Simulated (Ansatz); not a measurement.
# NbN: the crystal squeezed far

The task here is to estimate one member of a computed series from the others.

Method: DFT PBEsol, with the methods named in each step, in Ansatz 0.2.0.

### The system as given

Symmetry: Fm-3m, No. 225, cubic system. Conventional cell: a = 4.309 Å, b = 4.309 Å, c = 4.309 Å, α = 90.00°, β = 90.00°, γ = 90.00°. Nb (site symmetry m-3m) has 6 N at 2.15 Å as nearest neighbours. N (site symmetry m-3m) is surrounded by 6 Nb at 2.15 Å.

Structure file:

```
CELL_PARAMETERS angstrom
0.00000 2.15443 2.15443
2.15443 0.00000 2.15443
2.15443 2.15443 0.00000
ATOMIC_POSITIONS crystal
Nb 0.00000 0.00000 0.00000
N 0.50000 0.50000 0.50000
```

Whether this phase is the stable one at these pressures isn't tested.

Atoms are numbered in the order of the input: Nb1, N2.

The first run:

File input.yaml:

```yaml
crystal:
  lattice:
    - [0.0, 2.15443469, 2.15443469]
    - [2.15443469, 0.0, 2.15443469]
    - [2.15443469, 2.15443469, 0.0]
  atoms:
    - { symbol: Nb, position: [0.0, 0.0, 0.0] }
    - { symbol: "N", position: [0.5, 0.5, 0.5] }
kpoints:
  mp_grid: { grid: [15, 15, 15] }
scf:
  occupations: { method: fermi_dirac, width: 0.1 }
hamiltonian:
  xc: pbesol
  pseudopotentials: { kind: paw }
output:
  forces: true
  stress: true
relax:
  f_tol: 0.005
  max_steps: 40
  cell: {}
```

Started as:

```sh
> ansatz run input.yaml --threads 1 --pin off --max-ram 2048MiB --backend cpu --events-out ev --progress --plain --runs-dir out
```

Steps of the session up to this table: Cell relaxed at zero pressure, PAW; Volume scaled by 1, PAW; Volume scaled by 0.94, PAW; Volume scaled by 0.94, PAW (cutoff 250 eV); Volume scaled by 0.88, PAW; Volume scaled by 0.8, PAW; Volume scaled by 0.72, PAW; Volume scaled by 0.64, PAW; Volume scaled by 0.55, PAW; Volume scaled by 0.55, PAW (level accurate).

One of the session's tables, all rows but one given; the rest of the session is left out.

```
              method  volume over the first  volume (Å³/atom)  pressure (GPa)
                 PAW                      1            10.507            0.00
                 PAW                   0.94             9.877           23.59
                 PAW                   0.88                 ?               ?
                 PAW                    0.8             8.406          120.51
                 PAW                   0.72             7.565          221.87
                 PAW                   0.64             6.725          385.46
                 PAW                   0.55             5.779          703.98
 PAW (cutoff 250 eV)                   0.94             9.877           17.15
PAW (level accurate)                   0.55             5.779          704.90
```

Estimate the missing values for PAW, 0.88.

As computed: volume (Å³/atom): 9.246; pressure (GPa): 56.24. In the column «volume (Å³/atom)» it lies between PAW, 0.8 (8.406) and PAW, 0.94 (9.877).

Caveats from the session: Warnings in the runs' records: cutoff below recommended.
